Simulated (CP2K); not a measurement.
A run of CP2K 2026.2 is set up as follows.

The input tio2_bands.inp:

```
&GLOBAL
  PROJECT tio2_bands
  RUN_TYPE ENERGY_FORCE
  PRINT_LEVEL LOW
&END GLOBAL
&FORCE_EVAL
  METHOD QS
  STRESS_TENSOR ANALYTICAL
  &DFT
    BASIS_SET_FILE_NAME BASIS_MOLOPT_UZH
    POTENTIAL_FILE_NAME GTH_POTENTIALS
    &MGRID
      CUTOFF 600
      REL_CUTOFF 60
      NGRIDS 4
    &END MGRID
    &QS
      METHOD GPW
      EPS_DEFAULT 1.0E-10
    &END QS
    &KPOINTS
      SCHEME MONKHORST-PACK 6 6 9
      GAMMA_CENTERED T
      SYMMETRY T
      SYMMETRY_BACKEND SPGLIB
    &END KPOINTS
    &SCF
      SCF_GUESS ATOMIC
      EPS_SCF 1.0E-6
      MAX_SCF 100
      ADDED_MOS 24
      CHOLESKY OFF
      EPS_EIGVAL 1.0E-7
      &DIAGONALIZATION ON
        ALGORITHM STANDARD
      &END DIAGONALIZATION
      &MIXING ON
        METHOD BROYDEN_MIXING
        ALPHA 0.4
        BETA 1.5
        NBUFFER 8
      &END MIXING
      &SMEAR ON
        METHOD FERMI_DIRAC
        ELECTRONIC_TEMPERATURE [K] 580.226
      &END SMEAR
    &END SCF
    &XC
      &XC_FUNCTIONAL
        &LDA_X
        &END LDA_X
        &LDA_C_PW
        &END LDA_C_PW
      &END XC_FUNCTIONAL
    &END XC
    &PRINT
      &KPOINTS ON
      &END KPOINTS
      &MULLIKEN ON
      &END MULLIKEN
      &MO ON
        ENERGIES T
        OCCUPATION_NUMBERS T
        &EACH
          QS_SCF 0
        &END EACH
        ADD_LAST NUMERIC
      &END MO
      &LOWDIN ON
      &END LOWDIN
      &HIRSHFELD ON
        SHAPE_FUNCTION DENSITY
      &END HIRSHFELD
      &BAND_STRUCTURE
        FILE_NAME bands.bs
        ADDED_MOS 2
        &KPOINT_SET
          UNITS B_VECTOR
          NPOINTS 10
          SPECIAL_POINT GAMMA 0.00000000 0.00000000 0.00000000
          SPECIAL_POINT X 0.00000000 0.50000000 0.00000000
          SPECIAL_POINT M 0.50000000 0.50000000 0.00000000
          SPECIAL_POINT GAMMA 0.00000000 0.00000000 0.00000000
          SPECIAL_POINT Z 0.00000000 0.00000000 0.50000000
          SPECIAL_POINT R 0.00000000 0.50000000 0.50000000
          SPECIAL_POINT A 0.50000000 0.50000000 0.50000000
          SPECIAL_POINT Z 0.00000000 0.00000000 0.50000000
        &END KPOINT_SET
        &KPOINT_SET
          UNITS B_VECTOR
          NPOINTS 10
          SPECIAL_POINT X 0.00000000 0.50000000 0.00000000
          SPECIAL_POINT R 0.00000000 0.50000000 0.50000000
        &END KPOINT_SET
        &KPOINT_SET
          UNITS B_VECTOR
          NPOINTS 10
          SPECIAL_POINT M 0.50000000 0.50000000 0.00000000
          SPECIAL_POINT A 0.50000000 0.50000000 0.50000000
        &END KPOINT_SET
      &END BAND_STRUCTURE
    &END PRINT
  &END DFT
  &SUBSYS
    &CELL
      A 4.5998373239 0.0000000000 0.0000000000
      B 0.0000000000 4.5998373239 0.0000000000
      C 0.0000000000 0.0000000000 2.9592135600
      PERIODIC XYZ
    &END CELL
    &COORD
      SCALED
      Ti  0.0000000000 0.0000000000 0.5000000000
      Ti  0.5000000000 0.5000000000 0.0000000000
      O   0.3043213200 0.3043213200 0.5000000000
      O   0.1956786800 0.8043213200 0.0000000000
      O   0.8043213200 0.1956786800 0.0000000000
      O   0.6956786800 0.6956786800 0.5000000000
    &END COORD
    &KIND Ti
      BASIS_SET TZVP-MOLOPT-PBE-GTH-q12
      POTENTIAL GTH-PADE-q12
    &END KIND
    &KIND O
      BASIS_SET TZVP-MOLOPT-PBE-GTH-q6
      POTENTIAL GTH-PADE-q6
    &END KIND
    &PRINT
      &ATOMIC_COORDINATES ON
      &END ATOMIC_COORDINATES
      &CELL ON
      &END CELL
    &END PRINT
  &END SUBSYS
  &PRINT
    &FORCES ON
    &END FORCES
    &STRESS_TENSOR ON
    &END STRESS_TENSOR
  &END PRINT
&END FORCE_EVAL
```

Potentials or basis: GTH_POTENTIALS Ti GTH-PADE-q12, O GTH-PADE-q6; TZVP-MOLOPT-PBE-GTH basis.

Run with:

```bash
$ OMP_NUM_THREADS=1 cp2k.psmp -i tio2_bands.inp -o tio2_bands.out
```

**Question.** What does it give for the Mulliken charges?

**Answer.** Ti +1.40; O -0.70 e.

**Question.** What does it give for the Hirshfeld charges?

**Answer.** Ti +0.53; O -0.26 e.

**Question.** What does it give for the band gap along the path?

**Answer.** 1.74 eV, direct.

Stress tensor (GPa, compression positive):
```
 -7.74   0.00   0.00
  0.00  -7.74   0.00
  0.00   0.00 -10.34
```

Caveat: the basis of atomic orbitals isn't converged, which shifts pressures, moduli and gaps.

**Experimental background.**

“Shallow Valence Band of Rutile GeO2 and P-type Doping”, 2020, arxiv:2011.08928 quotes, for a bulk crystal of TiO2 at 1.6 K: band gap 3.03 eV (direct).

Measured gap of TiO2: 3.03 eV (direct; 1.6 K; quoted in “Shallow Valence Band of Rutile GeO2 and P-type Doping”, 2020, arxiv:2011.08928). This calculation gives 1.74 eV (-1.29 eV). 2 values of this kind are on record in papers (3.03 to 3.05 eV); this one was drawn at random among those near their median. The value is that of LDA in an atomic basis (GTH_POTENTIALS Ti GTH-PADE-q12, O GTH-PADE-q6; TZVP-MOLOPT-PBE-GTH basis), whose error adds to the functional's,, without temperature or zero-point motion. Semilocal functionals fall short of measured gaps as a rule. The cell is a database's relaxed one, not the measured one, which moves gaps too.
